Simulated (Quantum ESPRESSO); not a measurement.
# Ti under changes of volume

One of the cells (16.731 Å³/atom); the others are scaled copies at fixed shape and fractional positions:

```
CELL_PARAMETERS angstrom
0.00000 2.03000 2.03000
2.03000 0.00000 2.03000
2.03000 2.03000 0.00000
ATOMIC_POSITIONS crystal
Ti 0.00000 0.00000 0.00000
```

This isn't the form of Ti at room conditions, which is hcp.

- Program: Quantum ESPRESSO 7.5
- Functional: r2SCAN
- Potentials or basis: SG15 PBE 1.2
- Cutoff: 952 eV
- Density cutoff: 3810 eV
- k mesh: 8 × 8 × 8
- Occupations: fermi-dirac, width 0.05 eV
- Spin: no spin polarisation

```csv
volume (Å³/atom),energy over the lowest point (meV/atom),pressure (GPa)
15.727,67.16,13.7
16.062,42.15,10.6
16.396,23.35,7.7
16.731,10.32,5.0
17.065,?,?
17.400,0.00,0.2
17.735,1.96,-1.9
```

Problem. What does the run at 17.065 Å³/atom give?

Solution. Energy over the lowest point 2.66 meV/atom; pressure 2.5 GPa.

Worked out: A Birch-Murnaghan fit of order 3 (a polynomial in V^(-2/3)) to the other rows has its minimum at 17.42 Å³/atom with B0 = V·E''(V) = 115 GPa and B' = 2.8. It gives 2.67 meV/atom at 17.065 Å³/atom, against the run's 2.66, and -dE/dV = 2.4 GPa, against 2.5.

Energies are extrapolated to zero smearing.

Caveats: the potentials were made for another functional, which shifts forces and pressure.
